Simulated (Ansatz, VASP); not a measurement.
# Cross-check of GaAs between VASP and Ansatz

Wanted: the spread between two codes on one cell, functional and k mesh. The cell is taken from a series of VASP runs on this material, whose earlier steps may have relaxed, scaled or displaced it; both programs get it as it stands.

Main program and level: Ansatz 0.2.0; plane waves, with VASP 6.6.1 beside it; relaxation of cell and atoms at PBE.

**1. The structure**

The structure is cubic, space group F-43m (No. 216). The conventional cell has a = 5.747 Å, b = 5.747 Å, c = 5.747 Å, α = 90.00°, β = 90.00°, γ = 90.00°. Nearest to As lie 4 Ga at 2.49 Å. Ga has 4 As at 2.49 Å nearest. Farther neighbours are not listed.

**2. Ansatz: relaxation of cell and atoms, PBE**

Ansatz runs on its default PAW (the set named soft_2) files.

The relaxed volume is the usual yardstick between codes: its relative difference is about their pressure difference at one cell divided by the bulk modulus.

File input.yaml:

```yaml
crystal:
  lattice:
    - [0.0, 2.8735082094, 2.8735082094]
    - [2.8735082094, 0.0, 2.8735082094]
    - [2.8735082094, 2.8735082094, 0.0]
  atoms:
    - { symbol: As, position: [0.75, 0.75, 0.75] }
    - { symbol: Ga, position: [0.0, 0.0, 0.0] }
hamiltonian:
  xc: pbe
  pseudopotentials: { kind: paw }
kpoints:
  mp_grid: { grid: [6, 6, 6] }
scf:
  occupations: { method: gaussian, width: 0.03 }
relax:
  f_tol: 0.01
  max_steps: 60
  cell: { stress_tol: 0.05 }
output:
  forces: true
  stress: true
  write_density: true
  write_potential: true
  elf: true
  volumetric_format: npy
```

On the command line:

```console
$ ansatz run input.yaml --threads 4 --pin off --max-ram 9216MiB --backend cpu --events-out ev --progress --plain --runs-dir out
```

Numbers of over 12 decimals in the logs are rounded to 6 here.

The log of the run:

```text
Engine: ansatz 0.2.0, aarch64-unknown-linux-gnu
Pseudopotentials: kind: paw
Pseudopotential: As, paw, valence charge 15, recommended cutoff 420 eV (normal), As.paw.azcp
Pseudopotential: Ga, paw, valence charge 13, recommended cutoff 420 eV (normal), Ga.paw.azcp
Functional definition: PBE
  parameter kappa = 0.804
  parameter beta = 0.066725
  exchange = pbe_x(kappa = kappa, mu = beta*pi^2/3)
  correlation = pbe_c(beta = beta)
Crystal: 2 atoms, lattice volume = 47.453 Å³
Basis set: ecut = 420 eV, 941 PW (Γ), exchange–correlation on 60×60×60 points (8 copies of the dense FFT grid, shifted against one another)
Bands: 18, of which v1, the nominal top of the filled ones, is band 14 counted from 1 (13 counted from 0)
Symmetry: 24 space group operations
Space group: F-43m (ITA 216), of the structure as read, at distance tolerance 3.6e-5 Å
k-points: 16 of 216 (time reversal used)
Non-local potential: As, projectors of the file, l = 0: 2, l = 1: 2, l = 2: 3, l = 3: 1
Non-local potential: Ga, projectors of the file, l = 0: 2, l = 1: 2, l = 2: 3, l = 3: 1
PAW form: soft (Blöchl's): semilocal exchange-correlation on the pseudo side does not see the compensation charge
PAW one-centre angular grid: As, 590 points (default); XC on 64 Gauss nodes
PAW one-centre angular grid: Ga, 590 points (default); XC on 64 Gauss nodes
Initial density: superposition of atomic densities (neutral atoms: chi_scale 0, normalization atom), corrected by the library's trained network
Initial wavefunctions: pseudopotential atomic-orbital guess
Functional: x = pbe(κ = 0.804, μ = 0.219515), c = pbe(β = 0.066725)
SCF iter   1: F=—  HF=-8639.836116 eV  |F-HF|=—  |Δ(HF+E_count)|=         —  Δρ=1.53e-3  dr2=1.76e-3  ethr=1.77e-3  ⟨swp⟩=5.9  Hψ=1331  notcnv=0
preconditioner: auto → none  [insulator: Δε(μ)=0.144 eV  Ē_g=15.256 eV  σ=0.030 eV  W_gap=1.00  n_scr=14 (ndim 8)  ℏωp=22.9 eV  f_vac=0.104  D(μ)=0.00/eV (n_scr^D=0)  ε∞_Penn≈3.2]
SCF iter   2: F=—  HF=-8639.835377 eV  |F-HF|=—  |Δ(HF+E_count)|=   7.39e-4  Δρ=6.64e-4  dr2=2.36e-4  ethr=6.29e-6  ⟨swp⟩=2.0  Hψ=621  notcnv=0
SCF iter   3: F=—  HF=-8639.835325 eV  |F-HF|=—  |Δ(HF+E_count)|=   5.21e-5  Δρ=2.38e-4  dr2=3.14e-5  ethr=8.43e-7  ⟨swp⟩=2.0  Hψ=432  notcnv=0
SCF iter   4: F=—  HF=-8639.835345 eV  |F-HF|=—  |Δ(HF+E_count)|=   2.02e-5  Δρ=1.18e-4  dr2=8.90e-6  ethr=1.12e-7  ⟨swp⟩=2.0  Hψ=407  notcnv=0
SCF iter   5: F=—  HF=-8639.835352 eV  |F-HF|=—  |Δ(HF+E_count)|=   6.46e-6  Δρ=3.51e-5  dr2=5.76e-7  ethr=3.18e-8  ⟨swp⟩=2.0  Hψ=352  notcnv=0
SCF iter   6: F=-8639.835352 eV  HF=-8639.835352 eV  |F-HF|=3.29e-9  |Δ(HF+E_count)|=   4.58e-7  Δρ=4.41e-6  dr2=1.43e-8  ethr=3.57e-10  ⟨swp⟩=7.9  Hψ=1807  notcnv=0
SCF 1 converged in 6 iterations: F = -8639.835352 eV  dr2 = 1.43e-8
  greatest PAW one-centre occupation: 0.999 electrons in one spin orbital (limit 2), on the As atom at site 0 (counted from 0), in its partial waves of l = 2
relax step   1: F+E_penalty+E_count = -8639.83535222 eV  Δ(F+E_penalty+E_count) = +0.000e0 eV  max|allowed force component| = 9.368e-17 eV/Å  Δτ_max = 0.0000 Å  P = -0.102 GPa  Ω = 47.453 Å³  (6 SCF iters, dr2 threshold 1.00e-7 eV, accepted)
[...]
relax step   2: F+E_penalty+E_count = -8639.83538994 eV  Δ(F+E_penalty+E_count) = -3.772e-5 eV  max|allowed force component| = 5.031e-17 eV/Å  Δτ_max = 0.0000 Å  P = -0.016 GPa  Ω = 47.387 Å³  energy of the carried Pulay correction = +1.327e-5 eV  (3 SCF iters, dr2 threshold 2.59e-8 eV, accepted)
[...]
relax step   3: F+E_penalty+E_count = -8639.83538053 eV  Δ(F+E_penalty+E_count) = +9.413e-6 eV  max|allowed force component| = 5.956e-17 eV/Å  Δτ_max = 0.0000 Å  P = -0.016 GPa  Ω = 47.387 Å³  stress off target by 1.58e-2 GPa  SCF on the basis re-selected at this cell (its energy is not comparable with the rows above)  (5 SCF iters)
basis re-selected at this cell: Δ(F+E_penalty+E_count) = +9.413e-6 eV, ΔP = -0.000 GPa vs the last step (what re-selecting the basis moved, of the pressure what is left beyond the Pulay correction that the steps carried, after the strain that the cell walked since its last selection, with what the two solves' SCF thresholds leave and, on support functions, any second-order correction that the steps lacked; it is no m [...]
SCF converged after 5 iterations
Free energy (F): -8639.835381 eV
Harris-Foulkes:  -8639.835381 eV  (|F-HF|=3.64e-12)
Internal energy: -8639.835380 eV  (E = F + TS)
E sigma→0 (E₀):  -8639.835380 eV
Entropy (-TS):   -0.000000 eV (-0.000 meV/atom)
Fermi energy:    7.642267 eV
--- Per-component energies (eV) ---
  E_band       = -327.019278
  E_kinetic    = 218.261978
  E_local      = -3984.931062  (includes V_loc(G=0)·N_el)
  E_nonlocal   = -245.646008
  E_hartree    = 2001.041239
  E_xc         = -147.799321
  E_vxc        = -136.596778  (∫ρ·V_xc dr)
  E_paw        = -3824.611426  (= ΣΔE_a)
  E_vpaw       = -180.189864  (= ΣTr[D̂ρ^β])
  E_aug_tail   = -0.000109  (compensation charges beyond the density's cutoff)
  E_ewald      = -2656.150671
  E_smearing   = -0.000000  (= −TS)
  E_closure    = 0.000000  (closes the sum)
  Σ components = -8639.835381   (vs F -8639.835381, Δ=0.00e0)
--- Forces (eV/Å), atoms counted from 1 ---
  atom   1  As     0.00000000    -0.00000000    -0.00000000
  atom   2  Ga    -0.00000000     0.00000000     0.00000000
  max |Σ_I F_I| component: 1.03e-16 eV/Å
--- Stress (GPa, compression-positive) ---
       -0.015817       0.000000       0.000000
        0.000000      -0.015817       0.000000
        0.000000       0.000000      -0.015817
  P = ⅓ Tr σ = -0.0158 GPa (-0.158 kbar)
--- Band table (eV; the first three rows and the last of 16) ---
  k-point 0: bands = [... 10 lower, -4.8371, 7.5587, 7.5587, 7.5587, 7.7200, 11.2771, 11.2771, 11.2771]
  k-point 1: bands = [... 10 lower, -4.5388, 4.8556, 7.2052, 7.2052, 8.9954, 11.7938, 11.7938, 12.0968]
  k-point 2: bands = [... 10 lower, -3.7739, 2.3429, 6.6911, 6.6911, 8.6365, 12.2187, 12.2187, 14.5682]
  k-point 15: bands = [... 10 lower, -2.5035, 1.0803, 4.4222, 4.5656, 10.8344, 10.9225, 14.4811, 14.8011]
--- Relaxed structure (2 steps of the walk, 2 accepted, 1 SCFs on fresh bases) ---
  F+E_penalty+E_count = -8639.83538053 eV   max|allowed force component| = 5.956e-17 eV/Å   (the final SCF, on the basis selected at the relaxed cell)
  cell:  # Å, volume = 47.3868 Å³
    - [0.0, 2.872163, 2.872163]
    - [2.872163, 0, 2.872163]
    - [2.872163, 2.872163, 0]
  atoms:
    - { symbol: As, position: [0.750000, 0.750000, 0.750000] }
    - { symbol: Ga, position: [0, 0, 0] }
```

Elapsed: 1.2 s, on 4 threads of Arm Neoverse V2, shared host; peak memory 0.35 GiB.

**3. VASP: relaxation of cell and atoms, PBE**

The same cell, functional, mesh and smearing now go to VASP, with its own data sets and cutoff.

Lines of VASP's logs that name or quote its potential files are left out, and so is its time.

File INCAR:

```
SYSTEM = GaAs
PREC = Accurate
ENCUT = 450
EDIFF = 1E-06
NELM = 100
ISMEAR = 0
SIGMA = 0.03
LREAL = .FALSE.
ALGO = Normal
GGA = PE
NBANDS = 15
LORBIT = 11
LWAVE = .FALSE.
LCHARG = .FALSE.
KPAR = 2
IBRION = 2
NSW = 50
ISIF = 3
EDIFFG = -0.01
```

File POSCAR:

```
GaAs
1.0
    0.0000000000      2.8735082094      2.8735082094
    2.8735082094      0.0000000000      2.8735082094
    2.8735082094      2.8735082094      0.0000000000
As Ga
1 1
Direct
    0.7500000000      0.7500000000      0.7500000000
    0.0000000000      0.0000000000      0.0000000000
```

File KPOINTS:

```
Automatic mesh
0
Gamma
6 6 6
0 0 0
```

The projector-augmented-wave data sets are As and Ga_d (PBE family, release 64).

On the command line:

```console
$ mpirun -np 2 vasp_std
```

The log of the run:

```text
[banner, memory and clock lines left out]
running    2 mpi-ranks, on    1 nodes
 distrk:  each k-point on    1 cores,    2 groups
 distr:  one band on    1 cores,    1 groups

 POSCAR found type information on POSCAR AsGa
 POSCAR found :  2 types and       2 ions
 LDA part: xc-table for (Slater+PW92), standard interpolation
 POSCAR, INCAR and KPOINTS ok, starting setup
 FFT: planning ... GRIDC
 FFT: planning ... GRID_SOFT
 FFT: planning ... GRID
 WAVECAR not read
 entering main loop
       N       E                     dE             d eps       ncg     rms          rms(c)
DAV:   1     0.773531877202E+02    0.77353E+02   -0.84333E+03   496   0.147E+03
DAV:   2    -0.230382454289E+01   -0.79657E+02   -0.76894E+02   557   0.292E+02
DAV:   3    -0.832171052873E+01   -0.60179E+01   -0.59985E+01   592   0.669E+01
DAV:   4    -0.840406721498E+01   -0.82357E-01   -0.82349E-01   600   0.876E+00
DAV:   5    -0.840524637324E+01   -0.11792E-02   -0.11791E-02   622   0.972E-01    0.277E+00
DAV:   6    -0.826303555621E+01    0.14221E+00   -0.22721E-01   762   0.800E+00    0.166E+00
DAV:   7    -0.824593150603E+01    0.17104E-01   -0.61045E-02   601   0.179E+00    0.560E-01
DAV:   8    -0.824691200281E+01   -0.98050E-03   -0.10234E-02   592   0.120E+00    0.922E-02
DAV:   9    -0.824732139177E+01   -0.40939E-03   -0.97755E-04   550   0.412E-01    0.531E-02
DAV:  10    -0.824739428623E+01   -0.72894E-04   -0.71649E-05   614   0.812E-02    0.290E-02
DAV:  11    -0.824745121358E+01   -0.56927E-04   -0.83532E-05   522   0.706E-02    0.371E-03
DAV:  12    -0.824745155956E+01   -0.34598E-06   -0.12741E-06   530   0.156E-02
   1 F= -.82474516E+01 E0= -.82474513E+01  d E =-.824745E+01
 curvature:   0.00 expect dE= 0.000E+00 dE for cont linesearch  0.000E+00
 trial: gam= 0.00000 g(F)=  0.259E-45 g(S)=  0.703E-06 ort = 0.000E+00 (trialstep = 0.100E+01)
 search vector abs. value=  0.703E-06
 reached required accuracy - stopping structural energy minimisation
```

From OUTCAR (step 3):

```text
ion  position               nearest neighbor table
   1  0.750  0.750  0.750-   2 2.49   2 2.49   2 2.49   2 2.49
   2  0.000  0.000  0.000-   1 2.49   1 2.49   1 2.49   1 2.49

  LATTYP: Found a face centered cubic cell.
 ALAT       =     5.7470164188

 Subroutine GETGRP returns: Found 24 space group operations
 (whereof 24 operations were pure point group operations)

The static configuration has the point symmetry T_d .

 Found     16 irreducible k-points:

   k-points           NKPTS =     16   k-points in BZ     NKDIM =     16   number of bands    NBANDS=     15

   dimension x,y,z NGX =    28 NGY =   28 NGZ =   28
   dimension x,y,z NGXF=    56 NGYF=   56 NGZF=   56

   ENCUT  =  450.0 eV  33.07 Ry    5.75 a.u.   7.03  7.03  7.03*2*pi/ulx,y,z

   NELECT =      18.0000    total number of electrons

 k-points in reciprocal lattice and weights: Automatic mesh
   0.00000000  0.00000000  0.00000000       0.005
   0.16666667  0.00000000  0.00000000       0.037
   0.33333333  0.00000000  0.00000000       0.037
   0.50000000  0.00000000  0.00000000       0.019
   0.16666667  0.16666667  0.00000000       0.028
   0.33333333  0.16666667  0.00000000       0.111
   0.50000000  0.16666667  0.00000000       0.111
  -0.33333333  0.16666667  0.00000000       0.111
  -0.16666667  0.16666667  0.00000000       0.056
[...]
-0.33333333  0.33333333  0.16666667       0.111
  -0.33333333  0.50000000  0.16666667       0.056

 average (electrostatic) potential at core
       1 -50.7206       2 -66.7867

 E-fermi :   3.5711

 k-point     1 :       0.0000    0.0000    0.0000
  band No.  band energies     occupation
    ...
      5     -11.1824      2.00000
      6      -8.8938      2.00000
      7       3.4928      1.99978
      8       3.4928      1.99978
      9       3.4928      1.99978
     10       3.6434      0.00066
     11       7.1964      0.00000
     12       7.1964      0.00000
     13       7.1964      0.00000
     14      10.9258      0.00000
    ...

 k-point     2 :       0.1667    0.0000    0.0000
  band No.  band energies     occupation
    ...
      5     -11.1825      2.00000
      6      -8.5962      2.00000
      7       0.7866      2.00000
      8       3.1389      2.00000
      9       3.1389      2.00000
     10       4.9191      0.00000
     11       7.7126      0.00000
     12       7.7126      0.00000
     13       8.0203      0.00000
     14      12.2545      0.00000
    ...

 k-point     3 :       0.3333    0.0000    0.0000
  band No.  band energies     occupation
    ...
      5     -11.1810      2.00000
      6      -7.8324      2.00000
      7      -1.7247      2.00000
      8       2.6249      2.00000
      9       2.6249      2.00000
     10       4.5595      0.00000
     11       8.1373      0.00000
     12       8.1373      0.00000
     13      10.4924      0.00000
     14      12.1360      0.00000
    ...

  Total       -0.0031174     -0.0031174     -0.0031174      0.0000000      0.0000000      0.0000000
  in kB       -0.1052542     -0.1052542     -0.1052542      0.0000000      0.0000000      0.0000000
  external PRESSURE =      -0.1052542 kB  Pullay stress =       0.0000000 kB

  energy-cutoff  :      450.00
  volume of cell :       47.45
      direct lattice vectors                 reciprocal lattice vectors
     0.000000000  2.873508209  2.873508209    -0.174003331  0.174003331  0.174003331
     2.873508209  0.000000000  2.873508209     0.174003331 -0.174003331  0.174003331
     2.873508209  2.873508209  0.000000000     0.174003331  0.174003331 -0.174003331

 POSITION                                       TOTAL-FORCE (eV/Angst)
 -----------------------------------------------------------------------------------
      4.31026      4.31026      4.31026        -0.000000      0.000000      0.000000
      0.00000      0.00000      0.00000         0.000000     -0.000000     -0.000000
 -----------------------------------------------------------------------------------
    total drift:                               -0.000003     -0.000003     -0.000003

  FREE ENERGIE OF THE ION-ELECTRON SYSTEM (eV)
  ---------------------------------------------------
  free  energy   TOTEN  =        -8.2474515596 eV

  energy  without entropy=       -8.2474510658  energy(sigma->0) =       -8.24745131

 reached required accuracy - stopping structural energy minimisation

 total charge
# of ion       s       p       d       tot
------------------------------------------
    1        1.210   1.569   0.028   2.807
    2        0.879   0.756   9.986  11.622
--------------------------------------------------
tot          2.089   2.326  10.014  14.429

[... 3 further parts left out ...]
```

CONTCAR:

```
GaAs
   1.00000000000000
     0.0000000000000000    2.8735082094000002    2.8735082094000002
     2.8735082094000002    0.0000000000000000    2.8735082094000002
     2.8735082094000002    2.8735082094000002    0.0000000000000000
  As              Ga
     1     1
Direct
     0.7500000000000000    0.7500000000000000    0.7500000000000000
     0.0000000000000000    0.0000000000000000    0.0000000000000000
```

**4. Comparison**

Known differences besides the potentials themselves: both relaxations stop at a tolerance, which leaves soft axes loose, and VASP keeps its plane-wave basis; the data sets hold 28 valence electrons in Ansatz (default PAW (the set named soft_2) files) and 18 in VASP; the cutoff is 420 eV in Ansatz and 450 eV in VASP; VASP leaves aspherical gradient terms in its spheres out (LASPH is not set), Ansatz keeps them; Ansatz adds a Pulay correction to the stress that steers its cell, VASP none. Total energies have different zeros and are not compared.

Compared:

| quantity | Ansatz | VASP | difference |
| --- | --- | --- | --- |
| volume (Å³) | 47.39 | 47.45 | -0.14 % |
| edge a after relaxation, in the typed setting (Å) | 4.062 | 4.064 | -0.05 % |

The walks stopped with -0.02 GPa left in Ansatz and -0.01 GPa in VASP; each walk ends within a tolerance, so the volume difference is uncertain by about these residues over the bulk modulus, most in soft cells.

**5. Results**

```
difference in volume (relaxation of cell and atoms, PBE) : -0.14 %
```

**Reading.** The difference in volume is -0.14 % (relaxation of cell and atoms, PBE), within the 1.2 % picked in this series as the mark of a large difference, as far as the stopping tolerances let one tell. How closely two codes agree says nothing of how well the functional describes the real material.

[Lines on the potential files, build, host, timing and source positions are cut from VASP's logs without a mark.]

[Logs are printed without paths, hosts, clocks, repeated set-up lines and the standing remarks that a program may print on its own settings, such as how far it seeks lower states.]

[Hosts, paths, dates, database ids (printed as entryN), source tags and the programs' standing remarks are cut or masked in the printed files.]
